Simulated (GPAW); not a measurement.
Runs of GPAW 26.7.0 on Ge. Symmetry: Cmcm, No. 63, orthorhombic system. Conventional cell: a = 2.976 Å, b = 5.189 Å, c = 4.728 Å, α = 90.00°, β = 90.00°, γ = 90.00°. Around Ge (site symmetry m2m) lie 12 Ge at 2.92 to 2.99 Å. This isn't the form of Ge at room conditions, which is diamond.

| level | potentials or basis | spin | smearing | eigensolver | gap on the mesh (eV) | pressure (GPa) |
| --- | --- | --- | --- | --- | --- | --- |
| LDA | the program's PAW data sets (release 1.2.1) made for this functional, pw | off | gaussian 0.1 eV | - | none | -1.5 |
| BLYP | PAW data sets generated in the run's folder for this functional, pw | collinear, ferrimagnetic start | fermi-dirac 0.05 eV | davidson | none | 11.1 |
| PBE | GPAW PAW data sets (gpaw-data 1.2.1), pw | off | gaussian 0.05 eV | - | none | 4.0 |
| PBEsol | PAW data sets generated in the run's folder for this functional, pw | off | gaussian 0.02 eV | - | none | (a) |

Alike in all rows: task single point; cell as given; k mesh 10 × 10 × 6; cutoff (eV) 600.

Estimate the missing entries.

(a) 0.2.

A k mesh can miss the band edges, and the runs leave out spin-orbit coupling on Ge.

A gap of «none» marks a metal or a gap under the smearing width.
